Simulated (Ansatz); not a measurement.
# ZnS: a one-atom displacement scan

This session takes ZnS and sets out to map the energy as atom 5 (S) is pushed off its site.

Program: Ansatz 0.2.0. Level of theory: DFT r2SCAN, scalar-relativistic, plane waves, PAW. These are calculated values, not measurements.

## 1. The starting structure

The structure is cubic, space group F-43m (No. 216). Conventional cell: a = 5.409 Å, b = 5.409 Å, c = 5.409 Å, α = 90.00°, β = 90.00°, γ = 90.00°. Zn (site symmetry -43m) is surrounded by 4 S at 2.34 Å. Around S (site symmetry -43m) lie 4 Zn at 2.34 Å.

Structure file:

```cif
data_structure
_symmetry_space_group_name_H-M 'F-43m'
_symmetry_Int_Tables_number 216
_cell_length_a 5.4093
_cell_length_b 5.4093
_cell_length_c 5.4093
_cell_angle_alpha 90.000
_cell_angle_beta 90.000
_cell_angle_gamma 90.000
_cell_volume 158.28
loop_
_atom_site_label
_atom_site_type_symbol
_atom_site_symmetry_multiplicity
_atom_site_Wyckoff_symbol
_atom_site_fract_x
_atom_site_fract_y
_atom_site_fract_z
_atom_site_occupancy
Zn1 Zn 4 a 0.00000 0.00000 0.00000 1
S1 S 4 d 0.25000 0.75000 0.25000 1
```

The cell is taken as given, not relaxed at this level.

## 2. The reference cell

The cell is repeated 4 times, 8 atoms in all. Reference values: F = -16933.7960 eV; pressure -0.86 GPa; largest force 0.000 eV/Å; gap on the mesh 2.65 eV. It was computed beforehand with the settings of the runs below.

## 3. The scan: a one-atom displacement scan

Atom 5 (S) is moved by x along the Cartesian unit vector (0.000, 1.000, 0.000); the cell and all other atoms stay fixed. Forces below are components along that vector, summed over the moved atoms. In a periodic cell its images move with it.

## 4. Point x = -0.200 Å

Input file input.yaml:

```yaml
crystal:
  lattice:
    - [5.4093, 0.0, 0.0]
    - [0.0, -5.4093, 0.0]
    - [0.0, 0.0, -5.4093]
  atoms:
    - { symbol: Zn, position: [0.0, 0.5, 0.5] }
    - { symbol: Zn, position: [0.5, 0.0, 0.5] }
    - { symbol: Zn, position: [0.5, 0.5, 0.0] }
    - { symbol: Zn, position: [0.0, 0.0, 0.0] }
    - { symbol: S, position: [0.75, 0.7869733607, 0.75] }
    - { symbol: S, position: [0.25, 0.25, 0.75] }
    - { symbol: S, position: [0.25, 0.75, 0.25] }
    - { symbol: S, position: [0.75, 0.25, 0.25] }
basis:
  ecutwfc: 500
kpoints:
  mp_grid: { grid: [4, 4, 4] }
hamiltonian:
  xc: r2scan
scf:
  occupations: { method: gaussian, width: 0.05 }
output:
  forces: true
  stress: true
  eigenvalues: true
```

Launch:

```sh
$ ansatz run input.yaml --threads 2 --pin off --max-ram 5120MiB --backend cpu --events-out ev --progress --plain --runs-dir out
```

Output (excerpt; [...] marks lines left out):

```text
Warning: RAYON_NUM_THREADS=2 ignored (pool sized by the plan → 2); use --threads N
[...]
Pseudopotentials: kind: paw
Pseudopotential: Zn, paw, valence charge 12, recommended cutoff 500 eV (meta_gga), Zn.paw.azcp
Pseudopotential: S, paw, valence charge 6, recommended cutoff 500 eV (meta_gga), S.paw.azcp
Functional definition: r2SCAN
[...]
Crystal: 8 atoms, lattice volume = 158.279 Å³
Basis set: ecut = 500 eV, 3959 PW (Γ), exchange–correlation on 160×160×160 points (64 copies of the dense FFT grid, shifted against one another)
Bands: 44, of which v1, the nominal top of the filled ones, is band 36 counted from 1 (35 counted from 0)
Symmetry: 4 space group operations
Space group: Cmm2 (ITA 35), of the structure as read, at distance tolerance 5.4e-5 Å
k-points: 21 of 64 (time reversal used)
[...]
SCF iter   1: F=—  HF=-16933.624264 eV  |F-HF|=—  |Δ(HF+E_count)|=         —  Δρ=1.54e-2  dr2=1.86e-1  dr2_τ=2.59e-2  ethr=1.77e-3  ⟨swp⟩=9.2  Hψ=4560  notcnv=0
[...]
SCF iter   9: F=-16933.614095 eV  HF=-16933.614095 eV  |F-HF|=4.19e-9  |Δ(HF+E_count)|=   3.51e-8  Δρ=2.65e-6  dr2=9.21e-9  dr2_τ=1.87e-10  ethr=1.39e-10  ⟨swp⟩=8.7  Hψ=3765  notcnv=0
[...]
SCF converged after 9 iterations
Free energy (F): -16933.614095 eV
[...]
E sigma→0 (E₀):  -16933.614095 eV
Fermi energy:    6.808272 eV
[...]
--- Forces (eV/Å), atoms counted from 1 ---
  atom   1  Zn    -0.17394280    -0.21895988    -0.17394280
  atom   2  Zn    -0.34833760    -0.33655842     0.34833760
  atom   3  Zn     0.17394280    -0.21895988     0.17394280
  atom   4  Zn     0.34833760    -0.33655842    -0.34833760
  atom   5  S     -0.00000000     1.80733863     0.00000000
  atom   6  S     -0.00000000    -0.32967646     0.00000000
  atom   7  S     -0.00000000    -0.03694187     0.00000000
  atom   8  S     -0.00000000    -0.32967646     0.00000000
[...]
--- Stress (GPa, compression-positive) ---
       -0.303948       0.000000      -1.123047
        0.000000      -0.778212      -0.000000
       -1.123047      -0.000000      -0.303948
  P = ⅓ Tr σ = -0.4620 GPa (-4.620 kbar)
--- Band table (eV; the first three rows and the last of 21) ---
[...]
```

Wall time 13 s (2 threads of Intel Xeon Platinum 8259CL at 2.50GHz (Skylake/Cascade Lake), shared host); peak memory 0.72 GiB.

## 5. At x = 0.133 Å

Edit input.yaml of step 4 so:

```diff
@@ -10,3 +10,3 @@
     - { symbol: Zn, position: [0.0, 0.0, 0.0] }
-    - { symbol: S, position: [0.75, 0.7869733607, 0.75] }
+    - { symbol: S, position: [0.75, 0.7253572551, 0.75] }
     - { symbol: S, position: [0.25, 0.25, 0.75] }
```

Launch:

```sh
$ ansatz run input.yaml --threads 2 --pin off --max-ram 5120MiB --backend cpu --events-out ev --progress --plain --runs-dir out
```

Output (excerpt; [...] marks lines left out):

```text
[...]
SCF converged after 8 iterations
Free energy (F): -16933.714898 eV
[...]
E sigma→0 (E₀):  -16933.714898 eV
Fermi energy:    6.806435 eV
[...]
--- Forces (eV/Å), atoms counted from 1 ---
  atom   1  Zn     0.20965723     0.21402578     0.20965723
  atom   2  Zn     0.13194304     0.16067425    -0.13194304
  atom   3  Zn    -0.20965723     0.21402578    -0.20965723
  atom   4  Zn    -0.13194304     0.16067425     0.13194304
  atom   5  S     -0.00000000    -1.21305959     0.00000000
  atom   6  S     -0.00000000     0.21958776     0.00000000
  atom   7  S     -0.00000000     0.02447819     0.00000000
  atom   8  S     -0.00000000     0.21958776     0.00000000
[...]
--- Stress (GPa, compression-positive) ---
       -0.613578       0.000000       0.729297
        0.000000      -0.822318      -0.000000
        0.729297      -0.000000      -0.613578
  P = ⅓ Tr σ = -0.6832 GPa (-6.832 kbar)
--- Band table (eV; the first three rows and the last of 21) ---
[...]
```

It took 13 s on 2 threads of Intel Xeon Platinum 8259CL at 2.50GHz (Skylake/Cascade Lake), shared host; peak memory 0.72 GiB.

## 6. At x = -0.067 Å

Edit input.yaml of step 5 so:

```diff
@@ -10,3 +10,3 @@
     - { symbol: Zn, position: [0.0, 0.0, 0.0] }
-    - { symbol: S, position: [0.75, 0.7253572551, 0.75] }
+    - { symbol: S, position: [0.75, 0.7623306158, 0.75] }
     - { symbol: S, position: [0.25, 0.25, 0.75] }
```

Launch:

```sh
$ ansatz run input.yaml --threads 2 --pin off --max-ram 5120MiB --backend cpu --events-out ev --progress --plain --runs-dir out
```

Output (excerpt; [...] marks lines left out):

```text
Warning: RAYON_NUM_THREADS=2 ignored (pool sized by the plan → 2); use --threads N
[...]
[... 4 set-up lines as earlier in the session ...]
[...]
Crystal: 8 atoms, lattice volume = 158.279 Å³
Basis set: ecut = 500 eV, 3959 PW (Γ), exchange–correlation on 160×160×160 points (64 copies of the dense FFT grid, shifted against one another)
Bands: 44, of which v1, the nominal top of the filled ones, is band 36 counted from 1 (35 counted from 0)
[... 2 set-up lines as earlier in the session ...]
k-points: 21 of 64 (time reversal used)
[...]
SCF converged after 9 iterations
Free energy (F): -16933.775627 eV
[...]
E sigma→0 (E₀):  -16933.775627 eV
Fermi energy:    6.802396 eV
[...]
--- Forces (eV/Å), atoms counted from 1 ---
  atom   1  Zn    -0.07471400    -0.08762647    -0.07471400
  atom   2  Zn    -0.09420686    -0.10115279     0.09420686
  atom   3  Zn     0.07471400    -0.08762647     0.07471400
  atom   4  Zn     0.09420686    -0.10115279    -0.09420686
  atom   5  S     -0.00000000     0.60942261     0.00000000
  atom   6  S     -0.00000000    -0.10982855     0.00000000
  atom   7  S     -0.00000000    -0.01220505     0.00000000
  atom   8  S     -0.00000000    -0.10982855     0.00000000
[...]
--- Stress (GPa, compression-positive) ---
       -0.799476       0.000000      -0.359015
        0.000000      -0.851431      -0.000000
       -0.359015      -0.000000      -0.799476
  P = ⅓ Tr σ = -0.8168 GPa (-8.168 kbar)
--- Band table (eV; the first three rows and the last of 21) ---
[...]
```

Run time: 13 s. Hardware: 2 threads of Intel Xeon Platinum 8259CL at 2.50GHz (Skylake/Cascade Lake), shared host; peak memory 0.69 GiB.

## 7. x = 0.167 Å

Edit input.yaml of step 6 so:

```diff
@@ -10,3 +10,3 @@
     - { symbol: Zn, position: [0.0, 0.0, 0.0] }
-    - { symbol: S, position: [0.75, 0.7623306158, 0.75] }
+    - { symbol: S, position: [0.75, 0.7191827039, 0.75] }
     - { symbol: S, position: [0.25, 0.25, 0.75] }
```

Launch:

```sh
$ ansatz run input.yaml --threads 2 --pin off --max-ram 5120MiB --backend cpu --events-out ev --progress --plain --runs-dir out
```

Output (excerpt; [...] marks lines left out):

```text
[...]
SCF converged after 9 iterations
Free energy (F): -16933.669377 eV
[...]
E sigma→0 (E₀):  -16933.669377 eV
Fermi energy:    6.807615 eV
[...]
--- Forces (eV/Å), atoms counted from 1 ---
  atom   1  Zn     0.27612913     0.27437655     0.27612913
  atom   2  Zn     0.15476131     0.19172608    -0.15476131
  atom   3  Zn    -0.27612913     0.27437655    -0.27612913
  atom   4  Zn    -0.15476131     0.19172608     0.15476131
  atom   5  S     -0.00000000    -1.51228542     0.00000000
  atom   6  S     -0.00000000     0.27468793     0.00000000
  atom   7  S     -0.00000000     0.03069755     0.00000000
  atom   8  S     -0.00000000     0.27468793     0.00000000
[...]
--- Stress (GPa, compression-positive) ---
       -0.473862       0.000000       0.922955
        0.000000      -0.801701      -0.000000
        0.922955      -0.000000      -0.473862
  P = ⅓ Tr σ = -0.5831 GPa (-5.831 kbar)
--- Band table (eV; the first three rows and the last of 21) ---
[...]
```

It took 13 s on 2 threads of Intel Xeon Platinum 8259CL at 2.50GHz (Skylake/Cascade Lake), shared host; peak memory 0.69 GiB.

## 8. x = 0.100 Å

Edit input.yaml of step 7 so:

```diff
@@ -10,3 +10,3 @@
     - { symbol: Zn, position: [0.0, 0.0, 0.0] }
-    - { symbol: S, position: [0.75, 0.7191827039, 0.75] }
+    - { symbol: S, position: [0.75, 0.7315133197, 0.75] }
     - { symbol: S, position: [0.25, 0.25, 0.75] }
```

Launch:

```sh
$ ansatz run input.yaml --threads 2 --pin off --max-ram 5120MiB --backend cpu --events-out ev --progress --plain --runs-dir out
```

Output (excerpt; [...] marks lines left out):

```text
Warning: RAYON_NUM_THREADS=2 ignored (pool sized by the plan → 2); use --threads N
[...]
[... 4 set-up lines as earlier in the session ...]
[...]
Crystal: 8 atoms, lattice volume = 158.279 Å³
Basis set: ecut = 500 eV, 3959 PW (Γ), exchange–correlation on 160×160×160 points (64 copies of the dense FFT grid, shifted against one another)
Bands: 44, of which v1, the nominal top of the filled ones, is band 36 counted from 1 (35 counted from 0)
[... 2 set-up lines as earlier in the session ...]
k-points: 21 of 64 (time reversal used)
[...]
SCF converged after 9 iterations
Free energy (F): -16933.750289 eV
[...]
E sigma→0 (E₀):  -16933.750289 eV
Fermi energy:    6.804683 eV
[...]
--- Forces (eV/Å), atoms counted from 1 ---
  atom   1  Zn     0.14914922     0.15623623     0.14914922
  atom   2  Zn     0.10536687     0.12599065    -0.10536687
  atom   3  Zn    -0.14914922     0.15623623    -0.14914922
  atom   4  Zn    -0.10536687     0.12599065     0.10536687
  atom   5  S     -0.00000000    -0.91216412     0.00000000
  atom   6  S     -0.00000000     0.16468985     0.00000000
  atom   7  S     -0.00000000     0.01832721     0.00000000
  atom   8  S     -0.00000000     0.16468985     0.00000000
[...]
--- Stress (GPa, compression-positive) ---
       -0.721942       0.000000       0.541965
        0.000000      -0.839016      -0.000000
        0.541965      -0.000000      -0.721942
  P = ⅓ Tr σ = -0.7610 GPa (-7.610 kbar)
--- Band table (eV; the first three rows and the last of 21) ---
[...]
```

Run time: 15 s. Hardware: 2 threads of Intel Xeon Platinum 8259CL at 2.50GHz (Skylake/Cascade Lake), shared host; peak memory 0.72 GiB.

## 9. At x = 0.033 Å

Edit input.yaml of step 8 so:

```diff
@@ -10,3 +10,3 @@
     - { symbol: Zn, position: [0.0, 0.0, 0.0] }
-    - { symbol: S, position: [0.75, 0.7315133197, 0.75] }
+    - { symbol: S, position: [0.75, 0.7438439354, 0.75] }
     - { symbol: S, position: [0.25, 0.25, 0.75] }
```

Launch:

```sh
$ ansatz run input.yaml --threads 2 --pin off --max-ram 5120MiB --backend cpu --events-out ev --progress --plain --runs-dir out
```

Output (excerpt; [...] marks lines left out):

```text
[...]
SCF converged after 8 iterations
Free energy (F): -16933.790893 eV
[...]
E sigma→0 (E₀):  -16933.790893 eV
Fermi energy:    6.799576 eV
[...]
--- Forces (eV/Å), atoms counted from 1 ---
  atom   1  Zn     0.04447062     0.04889534     0.04447062
  atom   2  Zn     0.03960964     0.04551281    -0.03960964
  atom   3  Zn    -0.04447062     0.04889534    -0.04447062
  atom   4  Zn    -0.03960964     0.04551281     0.03960964
  atom   5  S     -0.00000000    -0.30456111     0.00000000
  atom   6  S     -0.00000000     0.05483029     0.00000000
  atom   7  S     -0.00000000     0.00608264     0.00000000
  atom   8  S     -0.00000000     0.05483029     0.00000000
[...]
--- Stress (GPa, compression-positive) ---
       -0.846266       0.000000       0.178490
        0.000000      -0.859197      -0.000000
        0.178490      -0.000000      -0.846266
  P = ⅓ Tr σ = -0.8506 GPa (-8.506 kbar)
--- Band table (eV; the first three rows and the last of 21) ---
[...]
```

It took 13 s on 2 threads of Intel Xeon Platinum 8259CL at 2.50GHz (Skylake/Cascade Lake), shared host; peak memory 0.71 GiB.

## 10. Results of the scan

The scan, with free energies counted from the undisturbed cell:

```tsv
x (Å)	ΔE (meV/cell)	force on the moved atoms (eV/Å)	pressure (GPa)	gap on the mesh (eV)
-0.200	181.9	1.807	-0.5	2.59
-0.067	20.3	0.609	-0.8	2.63
0.000	0.0	0.000	-0.9	2.65
0.033	5.1	-0.305	-0.9	2.64
0.100	45.7	-0.912	-0.8	2.63
0.133	81.1	-1.213	-0.7	2.61
0.167	126.6	-1.512	-0.6	2.60
```

Not run, since symmetry makes them alike: 0.200 repeats -0.200, -0.133 repeats 0.133, 0.067 repeats -0.067. Energy, pressure and gap are the same there.

## 11. What came out

```
                                                        quantity       value
force constant along x, from the points at -0.067, 0 and 0.033 Å  9.14 eV/Å²
```

In words: The restoring force grows by 9.14 eV/Å per Å near the site; for the mass of S against a rigid frame that is a vibration of about 278 cm⁻¹. No sampled point lies below the undisturbed cell. The gap on the mesh stays between 2.59 and 2.65 eV.
